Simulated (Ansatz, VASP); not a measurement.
Two plane-wave programs on TiAl

Contents of INCAR:

```
ALGO     = Normal         # electronic algorithm
EDIFF    = 1E-6           # SCF threshold, eV
EDIFFG   = -0.01          # ionic threshold
ENCUT    = 600            # plane-wave cutoff, eV
GGA      = PE             # functional
IBRION   = 2              # ionic algorithm
ISIF     = 3              # what is computed and relaxed
ISMEAR   = 0              # smearing method
LASPH    = True           # aspherical terms in the spheres
LCHARG   = False          # write CHGCAR
LREAL    = False          # projectors in reciprocal space
LWAVE    = False          # write WAVECAR
NELM     = 60             # most SCF steps
NSW      = 80             # ionic steps
PREC     = Accurate       # precision mode
SIGMA    = 0.1            # smearing width, eV
```

File KPOINTS:

```
k-points
0
Gamma
  14 14 14
```

File POSCAR:

```
TiAl
1.0
    0.0000000000      2.5907471371      2.5907471371
    2.5907471371      0.0000000000      2.5907471371
    2.5907471371      2.5907471371      0.0000000000
Ti Al
1 1
Direct
    0.0000000000      0.0000000000      0.0000000000
    0.5000000000      0.5000000000      0.5000000000
```

Input for Ansatz:

```yaml
crystal:
  lattice:
    - [0.0, 2.5907471371, 2.5907471371]
    - [2.5907471371, 0.0, 2.5907471371]
    - [2.5907471371, 2.5907471371, 0.0]
  atoms:
    - { symbol: Ti, position: [0.0, 0.0, 0.0] }
    - { symbol: Al, position: [0.5, 0.5, 0.5] }
basis:
  ecutwfc: 420
kpoints:
  mp_grid: { grid: [14, 14, 14] }
hamiltonian:
  xc: pbe
scf:
  occupations: { method: gaussian, width: 0.1 }
output:
  forces: true
  stress: true
  eigenvalues: true
relax:
  adjacent_minimum: "off"
  f_tol: 0.01
  max_steps: 60
  cell: { stress_tol: 0.1 }
```

Alike in both runs: task relaxation of cell and atoms; functional PBE; k mesh 14 × 14 × 14; occupations gaussian, width 0.1 eV; no spin polarisation.

|  | VASP | Ansatz |
| --- | --- | --- |
| version | VASP 6.6.1 | Ansatz 0.2.0 |
| potentials or method | VASP PAW PBE potentials, release 64 (Ti_sv, Al) | scalar-relativistic, plane waves, PAW |
| plane-wave cutoff (eV) | 600 | 420 |
| valence electrons in the cell | 15 | 15 |

```csv
,VASP,Ansatz,Ansatz less VASP
"gap on the k mesh at the Fermi level, each at its own relaxed structure (eV)",none,none,-
relaxed volume (Å³/atom),18.51,18.50,-0.009
relaxed cell length with the largest relative difference (Å),3.741,3.740,-0.0006
energy change over the relaxation (meV/atom),-19,-19,-0.1
```

A gap of «none» marks a metal or a gap that the smearing closes.

PBE usually gives volumes a little too large and moduli too small. Zero-point motion and thermal expansion aren't in these numbers.
